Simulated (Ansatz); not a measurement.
# Cu: the cost of one run

Computed with Ansatz 0.2.0 (DFT PBE, scalar-relativistic, plane waves, PAW, unless a step's input says otherwise).

## Step 1: The starting structure

Symmetry: Fm-3m, No. 225, cubic system. Conventional cell: a = 3.615 Å, b = 3.615 Å, c = 3.615 Å, α = 90.00°, β = 90.00°, γ = 90.00°. Cu (site symmetry m-3m) has 12 Cu at 2.56 Å in its first shell of neighbours.

Structure file:

```
Cu
1.0
     0.00000    1.80750    1.80750
     1.80750    0.00000    1.80750
     1.80750    1.80750    0.00000
Cu
1
Direct
  0.00000 0.00000 0.00000
```

No relaxation comes first: the listed cell is the starting point.

## Step 2: Zero of energy

Reference values: F = -6625.1761 eV; pressure 1.78 GPa; largest force 0.000 eV/Å; gap on the mesh none (metal). It was computed beforehand with the settings of the runs below.

## Step 3: Setting up a strain scan

The cell is strained by ε times the Voigt pattern (1, 1, 0, 0, 0, 0) (xx, yy, zz, yz, xz, xy; engineering shear), with fractional coordinates fixed (clamped ions). The stress on the pattern is the sum of the stress components weighted by it, tension positive.

## Step 4: At ε = -0.0200

Contents of input.yaml:

```yaml
crystal:
  lattice:
    - [0.0, 1.77135, 1.8075]
    - [1.77135, 0.0, 1.8075]
    - [1.77135, 1.77135, 0.0]
  atoms:
    - { symbol: Cu, position: [0.0, 0.0, 0.0] }
basis:
  ecutwfc: 420
kpoints:
  mp_grid: { grid: [22, 22, 22] }
hamiltonian:
  xc: pbe
scf:
  occupations: { method: gaussian, width: 0.15 }
output:
  forces: true
  stress: true
  eigenvalues: true
```

Command:

```console
ansatz run input.yaml --threads 1 --pin off --max-ram 2560MiB --backend cpu --events-out ev --progress --plain --runs-dir out
```

Q: Estimate wall time and peak memory on 1 thread of Intel Xeon at 2.50GHz (Skylake/Cascade Lake), shared host.

About 15 s, with a peak of 0.43 GiB.
